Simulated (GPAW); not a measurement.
SnO2 (Cassiterite):

```
Sn O
1.0
     4.73800    0.00000    0.00000
     0.00000    4.73800    0.00000
     0.00000    0.00000    3.18650
Sn O
2 4
Direct
  0.50000 0.50000 0.50000
  0.00000 0.00000 0.00000
  0.80710 0.19290 0.50000
  0.69290 0.69290 0.00000
  0.19290 0.80710 0.50000
  0.30710 0.30710 0.00000
```

Program: GPAW 26.7.0. Alike in all runs: cell as given; cutoff (eV) 800; smearing fermi-dirac 0.05 eV.

Order these runs on this cell by their band gap on the k mesh, lowest first.
A. level LDA; potentials or basis JTH PAW 2.0, LDA, pw; spin off; k mesh 4 × 4 × 5; band path GXMGZRAZ,XR,MA; band points 60; data set O jth, Sn jth
B. level r4SCAN; potentials or basis GPAW PAW data sets (gpaw-data 1.2.1), pw; spin SOC, no magnetisation; k mesh 4 × 4 × 5; band path GXMGZRAZ,XR,MA; band points 80; spin axis theta (degrees) 90; spin axis phi (degrees) 0
C. level TB-mBJ; potentials or basis GPAW PAW data sets for LDA (gpaw-data 1.2.1), pw; spin off; k mesh 4 × 4 × 6

A (1.13 eV), B (1.93 eV), C (3.16 eV).

Caveats: spin-orbit coupling is left out, which moves the levels of the heavy elements (some runs); spin-orbit coupling was added after a scalar SCF, so levels and gaps hold it while energy, forces, pressure and moments don't (some runs); this program's spin-orbit splittings come out too wide for heavy elements (some runs); the program truncates these outside data sets (some runs); a model potential gives levels but no total energy (some runs).

Runs at the PBE level aren't shown here.
